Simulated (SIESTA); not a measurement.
AlN in SIESTA: the effect of functional

Crystal: AlN.

```
CELL_PARAMETERS angstrom
3.11300 0.00000 0.00000
-1.55650 2.69594 0.00000
0.00000 0.00000 4.98100
ATOMIC_POSITIONS crystal
Al 0.66667 0.33333 0.50000
Al 0.33333 0.66667 0.00000
N 0.66667 0.33333 0.88000
N 0.33333 0.66667 0.38000
```

Alike in all runs:

* Program: SIESTA 5.4.2
* Task: band structure
* Basis: DZP (energy shift 0.003 Ry)
* Grid cutoff: 800 Ry
* Energy shift: 0.003 Ry
* k mesh: 10 × 10 × 6
* Occupations: fermi-dirac, width 0.05 eV
* Spin: no spin polarisation

One run gave: gap on the mesh 4.42 eV; pressure -3.8 GPa. Which functional did it use?
A. PBEsol
B. PW91
C. revPBE
D. LDA
E. RPBE

D.

```tsv
functional	potentials or basis	gap on the mesh (eV)	pressure (GPa)
LDA	PseudoDojo 0.4 standard (LDA files)	4.42	-3.8
PBEsol	PseudoDojo 0.4 standard (PBEsol files)	4.28	1.9
AM05	PseudoDojo 0.4 standard (PBEsol files)	4.29	1.7
WC	PseudoDojo 0.4 standard (PBEsol files)	4.29	2.1
PBE	PseudoDojo 0.4 standard (PBE files)	4.34	5.1
PW91	PseudoDojo 0.4 standard (PBE files)	4.37	5.2
revPBE	PseudoDojo 0.4 standard (PBE files)	4.37	5.8
RPBE	PseudoDojo 0.4 standard (PBE files)	4.39	6.0
```

Caveats: the basis of atomic orbitals isn't converged, which shifts pressures, moduli and gaps; the potentials were made for another functional, which shifts forces and pressure (some runs).

